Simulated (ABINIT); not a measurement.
# BAs (F-43m) in ABINIT: equation of state with r2SCAN

Aim: the equation of state of BAs with r2SCAN.

Everything below comes from runs of ABINIT 10.8.3 (patched build). Logs are shortened: lines on timing, memory, paths and dates and some standing lists are left out, and cuts for length are marked. The log counts tension as positive stress, the text compression.

**Experimental background.**

From “Basic Physical Properties of Cubic Boron Arsenide”, 2019, arxiv:1911.11281, for a bulk crystal of BAs: bulk modulus 148 GPa.

How close the calculation comes is told below.

### Step 1. The structure

Symmetry: F-43m, No. 216, cubic system. Conventional cell: a = 4.777 Å, b = 4.777 Å, c = 4.777 Å, α = 90.00°, β = 90.00°, γ = 90.00°. Around As (site symmetry -43m) lie 4 B at 2.07 Å. B (site symmetry -43m) is surrounded by 4 As at 2.07 Å.

### Step 2. Equation of state, r2SCAN

The input, run.abi:

```
# Datasets: one volume each
ndtset 7
getwfk -1
scalecart1 3*0.9795861087
scalecart2 3*0.9864848297
scalecart3 3*0.9932883884
scalecart4 3*1.0000000000
scalecart5 3*1.0066227096
scalecart6 3*1.0131594038
scalecart7 3*1.0196128224

# Pseudopotentials
pp_dirpath "./"
pseudos "As.GGA_PBE-JTH.xml, B.GGA_PBE-JTH.xml"

# Structure
acell 3*1.0 Angstrom
rprim
     0.0000000000     2.3885000000     2.3885000000
     2.3885000000     0.0000000000     2.3885000000
     2.3885000000     2.3885000000     0.0000000000
ntypat 2
znucl 33 5
natom 2
typat 1 2
xred
     0.7500000000     0.7500000000     0.7500000000
     0.0000000000     0.0000000000     0.0000000000

# Plane-wave basis
ecut 18.0
pawecutdg 36.0

# k points
kptopt 1
ngkpt 10 10 10
nshiftk 1
shiftk 0.0 0.0 0.0

# Exchange and correlation
ixc -497498
usekden 1
pawxcdev 0

# Bands and occupations
nband 13
occopt 3
tsmear 0.05 eV

# SCF cycle
nstep 100
tolvrs 1.0e-7

# Output
iomode 3
prtwf 1
prtden 0
prteig 0
prtebands 0
```

Potentials or basis: JTH PAW PBE v2.0.

On the command line:

```
$ abinit run.abi > log 2>&1
```

run.abo:

```text
.Version 10.8.3 of ABINIT
 DATASET    1 : space group F-4 3 m (#216); Bravais cF (face-center cubic)
================================================================================
 Values of the parameters that define the memory need for DATASET  1.
     intxc =       0    ionmov =       0      iscf =      17    lmnmax =      18
     lnmax =       6     mgfft =      24  mpssoang =       3    mqgrid =    3001
     natom =       2  nloc_mem =       2    nspden =       1   nspinor =       1
    nsppol =       1      nsym =      24    n1xccc =       1    ntypat =       2
    occopt =       3   xclevel =       2
       mpw =         642          nfft =       13824          nkpt =          47
 PAW method is used; the additional fine FFT grid is defined by:
   mgfftf=        36    nfftf =     46656
================================================================================
================================================================================
[... 71 lines left out ...]
 DATASET    7 : space group F-4 3 m (#216); Bravais cF (face-center cubic)
================================================================================
 Values of the parameters that define the memory need for DATASET  7.
     intxc =       0    ionmov =       0      iscf =      17    lmnmax =      18
     lnmax =       6     mgfft =      27  mpssoang =       3    mqgrid =    3001
     natom =       2  nloc_mem =       2    nspden =       1   nspinor =       1
    nsppol =       1      nsym =      24    n1xccc =       1    ntypat =       2
    occopt =       3   xclevel =       2
       mpw =         728          nfft =       19683          nkpt =          47
 PAW method is used; the additional fine FFT grid is defined by:
   mgfftf=        36    nfftf =     46656
================================================================================
================================================================================

--------------------------------------------------------------------------------
------------- Echo of variables that govern the present computation ------------
--------------------------------------------------------------------------------
 -outvars: echo values of preprocessed input variables --------
            acell      1.8897261259E+00  1.8897261259E+00  1.8897261259E+00 Bohr
              amu      7.49215900E+01  1.08110000E+01
             ecut      1.80000000E+01 Hartree
           getwfk          -1
              ixc     -497498
           jdtset        1    2    3    4    5    6    7
         kptrlatt       10    0    0      0   10    0      0    0   10
          kptrlen1     6.25290353E+01
          kptrlen2     6.29693952E+01
          kptrlen3     6.34036806E+01
          kptrlen4     6.38320968E+01
          kptrlen5     6.42548383E+01
          kptrlen6     6.46720892E+01
          kptrlen7     6.50840244E+01
            natom           2
            nband          13
           ndtset           7
            ngfft1         24      24      24
            ngfft2         27      27      27
            ngfft3         27      27      27
            ngfft4         27      27      27
            ngfft5         27      27      27
            ngfft6         27      27      27
            ngfft7         27      27      27
          ngfftdg          36      36      36
             nkpt          47
            nstep         100
             nsym          24
           ntypat           2
           occopt           3
        pawecutdg      3.60000000E+01 Hartree
         pawxcdev           0
           prtden           0
        prtebands           0
           prteig           0
          prtkden           1
            rprim1     0.0000000000E+00  2.3397414206E+00  2.3397414206E+00
                       2.3397414206E+00  0.0000000000E+00  2.3397414206E+00
                       2.3397414206E+00  2.3397414206E+00  0.0000000000E+00
            rprim2     0.0000000000E+00  2.3562190157E+00  2.3562190157E+00
                       2.3562190157E+00  0.0000000000E+00  2.3562190157E+00
                       2.3562190157E+00  2.3562190157E+00  0.0000000000E+00
            rprim3     0.0000000000E+00  2.3724693157E+00  2.3724693157E+00
                       2.3724693157E+00  0.0000000000E+00  2.3724693157E+00
                       2.3724693157E+00  2.3724693157E+00  0.0000000000E+00
            rprim4     0.0000000000E+00  2.3885000000E+00  2.3885000000E+00
                       2.3885000000E+00  0.0000000000E+00  2.3885000000E+00
                       2.3885000000E+00  2.3885000000E+00  0.0000000000E+00
            rprim5     0.0000000000E+00  2.4043183419E+00  2.4043183419E+00
                       2.4043183419E+00  0.0000000000E+00  2.4043183419E+00
                       2.4043183419E+00  2.4043183419E+00  0.0000000000E+00
            rprim6     0.0000000000E+00  2.4199312360E+00  2.4199312360E+00
                       2.4199312360E+00  0.0000000000E+00  2.4199312360E+00
                       2.4199312360E+00  2.4199312360E+00  0.0000000000E+00
            rprim7     0.0000000000E+00  2.4353452263E+00  2.4353452263E+00
                       2.4353452263E+00  0.0000000000E+00  2.4353452263E+00
                       2.4353452263E+00  2.4353452263E+00  0.0000000000E+00
          spgroup         216
           tolvrs      1.00000000E-07
           tsmear      1.83746611E-03 Hartree
            typat      1  2
          usekden           1
           useylm           1
           xangst1     3.5096121309E+00  3.5096121309E+00  3.5096121309E+00
                       0.0000000000E+00  0.0000000000E+00  0.0000000000E+00
           xangst2     3.5343285236E+00  3.5343285236E+00  3.5343285236E+00
                       0.0000000000E+00  0.0000000000E+00  0.0000000000E+00
           xangst3     3.5587039735E+00  3.5587039735E+00  3.5587039735E+00
                       0.0000000000E+00  0.0000000000E+00  0.0000000000E+00
           xangst4     3.5827500000E+00  3.5827500000E+00  3.5827500000E+00
                       0.0000000000E+00  0.0000000000E+00  0.0000000000E+00
           xangst5     3.6064775128E+00  3.6064775128E+00  3.6064775128E+00
                       0.0000000000E+00  0.0000000000E+00  0.0000000000E+00
           xangst6     3.6298968540E+00  3.6298968540E+00  3.6298968540E+00
                       0.0000000000E+00  0.0000000000E+00  0.0000000000E+00
           xangst7     3.6530178395E+00  3.6530178395E+00  3.6530178395E+00
                       0.0000000000E+00  0.0000000000E+00  0.0000000000E+00
            xcart1     6.6322057356E+00  6.6322057356E+00  6.6322057356E+00
                       0.0000000000E+00  0.0000000000E+00  0.0000000000E+00
            xcart2     6.6789129486E+00  6.6789129486E+00  6.6789129486E+00
                       0.0000000000E+00  0.0000000000E+00  0.0000000000E+00
            xcart3     6.7249758732E+00  6.7249758732E+00  6.7249758732E+00
                       0.0000000000E+00  0.0000000000E+00  0.0000000000E+00
            xcart4     6.7704162776E+00  6.7704162776E+00  6.7704162776E+00
                       0.0000000000E+00  0.0000000000E+00  0.0000000000E+00
            xcart5     6.8152547785E+00  6.8152547785E+00  6.8152547785E+00
                       0.0000000000E+00  0.0000000000E+00  0.0000000000E+00
            xcart6     6.8595109193E+00  6.8595109193E+00  6.8595109193E+00
                       0.0000000000E+00  0.0000000000E+00  0.0000000000E+00
            xcart7     6.9032032496E+00  6.9032032496E+00  6.9032032496E+00
                       0.0000000000E+00  0.0000000000E+00  0.0000000000E+00
             xred      7.5000000000E-01  7.5000000000E-01  7.5000000000E-01
                       0.0000000000E+00  0.0000000000E+00  0.0000000000E+00
            znucl       33.00000    5.00000

================================================================================

 chkinp: Checking input parameters for consistency, jdtset=   1.

 chkinp: Checking input parameters for consistency, jdtset=   2.
[... 36 lines left out ...]
 getcut: wavevector=  0.0000  0.0000  0.0000  ngfft=  36  36  36
         ecut(hartree)=     36.000   => boxcut(ratio)=   2.13159

--- Pseudopotential description ------------------------------------------------
- pspini: atom type   1  psp file is ./As.GGA_PBE-JTH.xml
 Pseudopotential format is: paw10
 basis_size (lnmax)=  6 (lmn_size= 18), orbitals=   0   0   1   1   2   2
 Spheres core radius: rc_sph= 2.10391912
 Shapefunction is BESSEL type: shapef(r,l)=aa(1,l)*jl(q(1,l)*r)+aa(2,l)*jl(q(2,l)*r)
 Radius for shape functions =  1.70360438
 Compensation charge density is not taken into account in XC energy/potential

- pspini: atom type   2  psp file is ./B.GGA_PBE-JTH.xml
 Pseudopotential format is: paw10
 basis_size (lnmax)=  4 (lmn_size=  8), orbitals=   0   0   1   1
 Spheres core radius: rc_sph= 1.70616958
 Shapefunction is SIN type: shapef(r)=[sin(pi*r/rshp)/(pi*r/rshp)]**2
 Radius for shape functions =  1.40269776
 Compensation charge density is not taken into account in XC energy/potential

   4.97343271E+02                                ecore*ucvol(ha*bohr**3)
--------------------------------------------------------------------------------

================================================================================

--- !BeginCycle
iteration_state: {dtset: 1, }
solver: {iscf: 17, nstep: 100, nline: 4, wfoptalg: 10, }
tolerances: {tolvrs: 1.00E-07, }
...
[... 1259 lines left out ...]
-Cartesian components of stress tensor (GPa)         [Pressure= -6.7499E+00 GPa]
- sigma(1 1)=  6.74989456E+00  sigma(3 2)=  0.00000000E+00
- sigma(2 2)=  6.74989456E+00  sigma(3 1)=  0.00000000E+00
- sigma(3 3)=  6.74989456E+00  sigma(2 1)=  0.00000000E+00

== END DATASET(S) ==============================================================
================================================================================

 -outvars: echo values of variables after computation  --------
            acell      1.8897261259E+00  1.8897261259E+00  1.8897261259E+00 Bohr
           etotal1    -1.0911291557E+02
           etotal2    -1.0911403375E+02
           etotal3    -1.0911471511E+02
           etotal4    -1.0911499876E+02
           etotal5    -1.0911492376E+02
           etotal6    -1.0911452262E+02
           etotal7    -1.0911382726E+02
            fcart1     4.8719451666E-28  4.8719451666E-28 -1.4615835500E-27
                      -4.8719451666E-28 -4.8719451666E-28  1.4615835500E-27
            fcart2    -4.8378745054E-28 -4.8378745054E-28  1.4513623516E-27
                       4.8378745054E-28  4.8378745054E-28 -1.4513623516E-27
            fcart3     4.8047373384E-28  4.8047373384E-28 -1.4414212015E-27
                      -4.8047373384E-28 -4.8047373384E-28  1.4414212015E-27
            fcart4    -1.1931224519E-28 -1.1931224519E-28  3.5793673557E-28
                       1.1931224519E-28  1.1931224519E-28 -3.5793673557E-28
            fcart5    -0.0000000000E+00 -0.0000000000E+00 -0.0000000000E+00
                      -0.0000000000E+00 -0.0000000000E+00 -0.0000000000E+00
[... 38 lines left out ...]
                       0.0000000000E+00  0.0000000000E+00  0.0000000000E+00
           xangst1     3.5096121309E+00  3.5096121309E+00  3.5096121309E+00
                       0.0000000000E+00  0.0000000000E+00  0.0000000000E+00
           xangst2     3.5343285236E+00  3.5343285236E+00  3.5343285236E+00
                       0.0000000000E+00  0.0000000000E+00  0.0000000000E+00
           xangst3     3.5587039735E+00  3.5587039735E+00  3.5587039735E+00
                       0.0000000000E+00  0.0000000000E+00  0.0000000000E+00
           xangst4     3.5827500000E+00  3.5827500000E+00  3.5827500000E+00
                       0.0000000000E+00  0.0000000000E+00  0.0000000000E+00
           xangst5     3.6064775128E+00  3.6064775128E+00  3.6064775128E+00
                       0.0000000000E+00  0.0000000000E+00  0.0000000000E+00
           xangst6     3.6298968540E+00  3.6298968540E+00  3.6298968540E+00
                       0.0000000000E+00  0.0000000000E+00  0.0000000000E+00
           xangst7     3.6530178395E+00  3.6530178395E+00  3.6530178395E+00
                       0.0000000000E+00  0.0000000000E+00  0.0000000000E+00
             xred      7.5000000000E-01  7.5000000000E-01  7.5000000000E-01
                       0.0000000000E+00  0.0000000000E+00  0.0000000000E+00
 Calculation completed.
```

Run time: 2.6 min. Hardware: 1 thread of Intel Xeon 6975P-C (Granite Rapids), shared host; peak memory 0.15 GiB.

What came out:

```
Equilibrium volume                      : 13.70 Å³/atom
Bulk modulus                            : 140 GPa
Pressure derivative of the bulk modulus : 4.0
```

Energy against volume, from the lowest point:
```csv
volume (Å³/atom),energy (meV/atom)
12.809,28.34
13.081,13.13
13.354,3.86
13.626,0.00
13.899,1.02
14.171,6.48
14.444,15.94
```

Caveat: pressures at fixed basis lie under the slope of the energies; the PAW data sets were made with another functional, which shifts forces and pressure a little.

### Step 3. Comparison with measurements

Step 2. Against the measured bulk modulus of BAs, 148 GPa (quoted in “Basic Physical Properties of Cubic Boron Arsenide”, 2019, arxiv:1911.11281), the calculated 140 GPa is off by -5.1 %. The fit is for a static lattice scaled at fixed shape and fixed fractional positions.
